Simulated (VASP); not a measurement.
# CH4 in VASP: further runs

One molecule, CH4, is run at these levels: PBE+D3(BJ), optB86b-vdW, rev-vdW-DF2; tasks: single point.

Program: VASP 6.6.1. These are calculated values, not measurements. Logs are shortened: lines on timing, memory, paths and dates and some standing lists are left out, and cuts for length are marked.

## (1) Starting point

The cell holds a molecule in a box, 5 atoms: a = 12.228 Å, b = 12.728 Å, c = 13.228 Å, α = 90.00°, β = 90.00°, γ = 90.00°.

## (2) Single point, PBE+D3(BJ)

File INCAR:

```
SYSTEM = H4C
  PREC = Accurate
  ENCUT = 400
  EDIFF = 1E-6
  ISMEAR = 0
  SIGMA = 0.005
  LREAL = .False.
  LASPH = .True.
  NELM = 60
  ALGO = Fast
  ISIF = 2
  LWAVE = .False.
  LCHARG = .False.
  GGA = PE
  IVDW = 12
  ISYM = 0
```

File KPOINTS:

```
Automatic mesh
0
Gamma
  1 1 1
  0 0 0
```

File POSCAR:

```
H4C
1.0
   12.2281593986      0.0000000000      0.0000000000
    0.0000000000     12.7281593986      0.0000000000
    0.0000000000      0.0000000000     13.2281593986
C H
1 4
Direct
    0.5031000000      0.5050000000      0.5008000000
    0.5226000000      0.4296000000      0.5363000000
    0.5652000000      0.5632000000      0.5213000000
    0.4228000000      0.5319000000      0.5270000000
    0.5014000000      0.4956000000      0.4185000000
```

Potentials or basis: VASP PAW PBE potentials, release 64 (C, H).

On the command line:

```bash
> cat potpaw_PBE.64/C/POTCAR potpaw_PBE.64/H/POTCAR > POTCAR
> mpirun -np 4 vasp_gam > vasp.out
```

OUTCAR:

```text
SYSTEM = H4C
   PREC = Accurate
   ENCUT = 400
   EDIFF = 1E-6
   ISMEAR = 0
   LREAL = .False.
   LASPH = .True.
   NELM = 60
   ISIF = 2
   GGA = PE
   IVDW = 12
   ISYM = 0
 IVDW          = 12

 ion  position               nearest neighbor table
   1  0.503  0.505  0.501-   2 1.09   3 1.09   5 1.10   4 1.10
   2  0.523  0.430  0.536-   1 1.09
   3  0.565  0.563  0.521-   1 1.09
   4  0.423  0.532  0.527-   1 1.10
   5  0.501  0.496  0.419-   1 1.10

IMPORTANT INFORMATION: All symmetrisations will be switched off!
NOSYMM: (Re-)initialisation of all symmetry stuff for point group C_1.

----------------------------------------------------------------------------------------

                                     Primitive cell

  volume of cell :    2058.8567

  direct lattice vectors                    reciprocal lattice vectors
    12.228159399  0.000000000  0.000000000     0.081778456  0.000000000  0.000000000
     0.000000000 12.728159399  0.000000000     0.000000000  0.078565955  0.000000000
     0.000000000  0.000000000 13.228159399     0.000000000  0.000000000  0.075596307

  length of vectors
    12.228159399 12.728159399 13.228159399     0.081778456  0.078565955  0.075596307

  position of ions in fractional coordinates (direct lattice)
     0.503100000  0.505000000  0.500800000
     0.522600000  0.429600000  0.536300000
     0.565200000  0.563200000  0.521300000
     0.422800000  0.531900000  0.527000000
     0.501400000  0.495600000  0.418500000

  ion indices of the primitive-cell ions
   primitive index   ion index
                 1           1
                 2           2
                 3           3
                 4           4
                 5           5

----------------------------------------------------------------------------------------

 KPOINTS: Automatic mesh

Automatic generation of k-mesh.
 Grid dimensions read from file:
 generate k-points for:    1    1    1

 Generating k-lattice:

  Cartesian coordinates                     Fractional coordinates (reciprocal lattice)
     0.081778456  0.000000000  0.000000000     1.000000000  0.000000000  0.000000000
     0.000000000  0.078565955  0.000000000     0.000000000  1.000000000  0.000000000
     0.000000000  0.000000000  0.075596307     0.000000000  0.000000000  1.000000000

  Length of vectors
     0.081778456  0.078565955  0.075596307

  Shift w.r.t. Gamma in fractional coordinates (k-lattice)
     0.000000000  0.000000000  0.000000000

 Subroutine IBZKPT returns following result:
 ===========================================

 Found      1 irreducible k-points:

 Following reciprocal coordinates:
            Coordinates               Weight
  0.000000  0.000000  0.000000      1.000000
   k-points           NKPTS =      1   k-points in BZ     NKDIM =      1   number of bands    NBANDS=      8
   number of dos      NEDOS =    301   number of ions     NIONS =      5
   total plane-waves  NPLWV = 604800
   dimension x,y,z NGX =    80 NGY =   84 NGZ =   90
   dimension x,y,z NGXF=   160 NGYF=  168 NGZF=  180
   ions per type =               1   4
   NGX,Y,Z   is equivalent  to a cutoff of  10.88, 10.97, 11.31 a.u.
   NGXF,Y,Z  is equivalent  to a cutoff of  21.75, 21.94, 22.62 a.u.
 SYSTEM =  H4C
   PREC   = accura    normal or accurate (medium, high low for compatibility)
   ISTART =      0    job   : 0-new  1-cont  2-samecut
   ICHARG =      2    charge: 1-file 2-atom 10-const
   ISPIN  =      1    spin polarized calculation?
   LNONCOLLINEAR =      F non collinear calculations
   LSORBIT =      F    spin-orbit coupling
   LASPH  =      T    aspherical Exc in radial PAW
   ENCUT  =  400.0 eV  29.40 Ry    5.42 a.u.  19.94 20.76 21.57*2*pi/ulx,y,z
   NELM   =     60;   NELMIN=  2; NELMDL= -5     # of ELM steps
   EDIFF  = 0.1E-05   stopping-criterion for ELM
   LREAL  =      F    real-space projection
   EDIFFG = 0.1E-04   stopping-criterion for IOM
   NSW    =      0    number of steps for IOM
   IBRION =     -1    ionic relax: 0-MD 1-quasi-New 2-CG
   NFREE  =      0    steps in history (QN), initial steepest desc. (CG)
   ISIF   =      2    stress and relaxation
   ISYM   =      0    0-nonsym 1-usesym 2-fastsym
   POTIM  = 0.5000    time-step for ionic-motion
   TEBEG  =    0.0;   TEEND  =   0.0 temperature during run
   PSTRESS=    0.0 pullay stress
   NELECT =       8.0000    total number of electrons
   NUPDOWN=      -1.0000    fix difference up-down
   EMIN   =  10.00;   EMAX   =-10.00  energy-range for DOS
   EFERMI =   0.00;   METHOD = LEGACY
   ISMEAR =     0;   SIGMA  =   0.01  broadening in eV -4-tet -1-fermi 0-gaus
   EFERMI_NEDOS =   21; number of points for ismear=-14 and -15
   IALGO  =     68    algorithm
   IMIX   =      4    mixing-type and parameters
     AMIX     =   0.40;   BMIX     =  1.00
     AMIX_MAG =   1.60;   BMIX_MAG =  1.00
  volume/ion in A,a.u.               =     411.77      2778.77
  Fermi-wavevector in a.u.,A,eV,Ry     =   0.257373  0.486364  0.901261  0.066241
  Thomas-Fermi vector in A             =   1.081771
   LORBIT       =      0    0 simple, 1 ext, 2 COOP (PROOUT), +10 PAW based schemes
   GGA     = PE    functional components
   LHFCALC =     F    Hartree Fock is set to
   AEXX    =    0.0000 exact exchange contribution
   IVDW    =    12    specifies the selected vdW correction
   LEPSILON=     F    determine dielectric tensor
   LRPA    =     F    only Hartree local field effects (RPA)
 non-spin polarized calculation
 RMM-DIIS sequential band-by-band and
 Gauss-broadening in eV      SIGMA  =   0.01
  energy-cutoff  :      400.00
  volume of cell :     2058.86
 maximum number of plane-waves:     18669
 NGX is ok and might be reduce to    80
   NGX = 39   NGY = 41   NGZ = 43

 number of electron       8.0000003 magnetization

 Free energy of the ion-electron system (eV)
  ---------------------------------------------------
  ext. energy  EPLUGINS =         0.00000000
  ---------------------------------------------------
  free energy    TOTEN  =       -24.03057544 eV

  energy without entropy =      -24.03057544  energy(sigma->0) =      -24.03057544

 E-fermi :  -9.3161     XC(G=0):  -0.3645

 val. band max:       -9.3466566522   @ k =   0.0000   0.0000   0.0000
 cond. band min:      -0.4472475596   @ k =   0.0000   0.0000   0.0000
 fundamental gap:      8.8994090926
 Fermi energy:        -9.3160585136

 k-point     1 :       0.0000    0.0000    0.0000
  band No.  band energies     occupation
      1     -16.9573      2.00000
      2      -9.3655      2.00000
      3      -9.3556      2.00000
      4      -9.3467      2.00000
      5      -0.4472      0.00000
      6       0.6231      0.00000
      7       0.6667      0.00000
      8       0.7240      0.00000

------------------------ aborting loop because EDIFF is reached ----------------------------------------

 Edisp (eV)   -0.03231

 E8    (eV) :    -0.0080

  FORCE on cell =-STRESS in cart. coord.  units (eV):
  Direction    XX          YY          ZZ          XY          YZ          ZX
  --------------------------------------------------------------------------------------
  -------------------------------------------------------------------------------------
  Total      -0.32315    -0.30687    -0.31471     0.00838    -0.00399     0.00958
  in kB      -0.25147    -0.23880    -0.24490     0.00652    -0.00311     0.00746
  external pressure =       -0.25 kB  Pullay stress =        0.00 kB

 VOLUME and BASIS-vectors are now :
 -----------------------------------------------------------------------------
  energy-cutoff  :      400.00
  volume of cell :     2058.86
      direct lattice vectors                 reciprocal lattice vectors
    12.228159399  0.000000000  0.000000000     0.081778456  0.000000000  0.000000000
     0.000000000 12.728159399  0.000000000     0.000000000  0.078565955  0.000000000
     0.000000000  0.000000000 13.228159399     0.000000000  0.000000000  0.075596307

 POSITION                                       TOTAL-FORCE (eV/Angst)
 -----------------------------------------------------------------------------------
      6.15199      6.42772      6.62466        -0.048174      0.028380     -0.009768
      6.39044      5.46802      7.09426         0.020355     -0.057350      0.028046
      6.91136      7.16850      6.89584         0.049792      0.034822      0.017763
      5.17007      6.77011      6.97124        -0.026550      0.005035      0.011708
      6.13120      6.30808      5.53598         0.004577     -0.010887     -0.047749
 -----------------------------------------------------------------------------------
    total drift:                               -0.000042      0.000628      0.000229

  FREE ENERGIE OF THE ION-ELECTRON SYSTEM (eV)
  ---------------------------------------------------
  free  energy   TOTEN  =       -24.0628847265 eV

  energy  without entropy=      -24.0628847265  energy(sigma->0) =      -24.06288473
```

Wall time 17 s (4 MPI ranks of Intel Xeon 6975P-C (Granite Rapids), shared host); peak memory 0.39 GiB.

Results:

```yaml
Free_energy: -24.0629 eV
Largest_force: 0.067 eV/Å
Gap_between_the_frontier_levels: 8.90 eV
Dispersion_energy_per_atom: -0.006 eV
```

Forces in eV/Å, atoms in the order of the input:
```
C   -0.048  0.028 -0.010
H    0.020 -0.057  0.028
H    0.050  0.035  0.018
H   -0.027  0.005  0.012
H    0.005 -0.011 -0.048
```

Caveat: the cutoff is under 1.25 times the usual one of these potentials, so pressure, stress and relaxed cells hold a basis-set (Pulay) error.

## (3) Single point, optB86b-vdW

Changes to INCAR since step 2:

```diff
@@ -13,4 +13,7 @@
   LCHARG = .False.
-  GGA = PE
-  IVDW = 12
+  GGA = MK
+  LUSE_VDW = .True.
+  AGGAC = 0.0
+  PARAM1 = 0.1234
+  PARAM2 = 1.0
   ISYM = 0
```

KPOINTS is that of step 2.

POSCAR is that of step 2.

Potentials or basis: VASP PAW PBE potentials, release 64 (C, H).

On the command line:

```bash
> cat potpaw_PBE.64/C/POTCAR potpaw_PBE.64/H/POTCAR > POTCAR
> mpirun -np 4 vasp_gam > vasp.out
```

It took 4.6 min on 4 MPI ranks of Intel Xeon 6975P-C (Granite Rapids), shared host; peak memory 1.1 GiB.

Results (log left out):

```
Free energy                     : -22.3288 eV
Largest force                   : 0.105 eV/Å
Gap between the frontier levels : 8.67 eV
```

Forces on the atoms (eV/Å):
```
C   -0.048  0.028 -0.010
H    0.029 -0.091  0.044
H    0.076  0.061  0.027
H   -0.061  0.017  0.024
H    0.004 -0.015 -0.086
```

Levels at points of the mesh, in eV from the valence-band top:
| k point | band 1 | band 2 | band 3 | band 4 | band 5 | band 6 | band 7 | band 8 |
| --- | --- | --- | --- | --- | --- | --- | --- | --- |
| (0.00, 0.00, 0.00) | -7.56 | -0.02 | -0.01 | 0.00 | 8.67 | 9.74 | 9.77 | 9.83 |

Caveat: the cutoff is under 1.25 times the usual one of these potentials, so pressure, stress and relaxed cells hold a basis-set (Pulay) error; the PAW data sets were made with another functional, which shifts forces and pressure a little.

## (4) Single point, rev-vdW-DF2

Changes to INCAR since step 3:

```diff
@@ -17,3 +17,4 @@
   PARAM1 = 0.1234
-  PARAM2 = 1.0
+  PARAM2 = 0.711357
+  ZAB_VDW = -1.8867
   ISYM = 0
```

KPOINTS is that of step 3.

POSCAR is that of step 3.

On the command line:

```bash
> cat potpaw_PBE.64/C/POTCAR potpaw_PBE.64/H/POTCAR > POTCAR
> mpirun -np 4 vasp_gam > vasp.out
```

Wall time 4.7 min (4 MPI ranks of Intel Xeon 6975P-C (Granite Rapids), shared host); peak memory 1.1 GiB.

Results (log left out):

```yaml
Free_energy: -22.5971 eV
Largest_force: 0.093 eV/Å
Gap_between_the_frontier_levels: 8.73 eV
```

Forces in eV/Å, atoms in the order of the input:
```
C   -0.048  0.028 -0.010
H    0.026 -0.080  0.039
H    0.068  0.053  0.024
H   -0.050  0.013  0.020
H    0.004 -0.014 -0.074
```

Levels at points of the mesh, in eV from the valence-band top:
| k point | band 1 | band 2 | band 3 | band 4 | band 5 | band 6 | band 7 | band 8 |
| --- | --- | --- | --- | --- | --- | --- | --- | --- |
| (0.00, 0.00, 0.00) | -7.54 | -0.02 | -0.01 | 0.00 | 8.73 | 9.83 | 9.87 | 9.93 |

Caveat: the cutoff is under 1.25 times the usual one of these potentials, so pressure, stress and relaxed cells hold a basis-set (Pulay) error; the PAW data sets were made with another functional, which shifts forces and pressure a little.

## (5) Overview

| level | gap on the mesh (eV) | largest force (eV/Å) |
| --- | --- | --- |
| PBE+D3(BJ) | 8.90 | 0.07 |
| optB86b-vdW | 8.67 | 0.11 |
| rev-vdW-DF2 | 8.73 | 0.09 |

Alike in all rows: task single point; potentials or basis VASP PAW PBE potentials, release 64 (C, H); no spin polarisation; cell as given; k mesh 1 × 1 × 1; cutoff (eV) 400; smearing gaussian 0.005 eV.

On the cell as given the gap runs from 8.67 eV (optB86b-vdW) to 8.90 eV (PBE+D3(BJ)).

Caveats: the cutoff is under 1.25 times the usual one of these potentials, so pressure, stress and relaxed cells hold a basis-set (Pulay) error; the PAW data sets were made with another functional, which shifts forces and pressure a little (some runs).

Absolute energies hang on the potentials; compare differences alone.
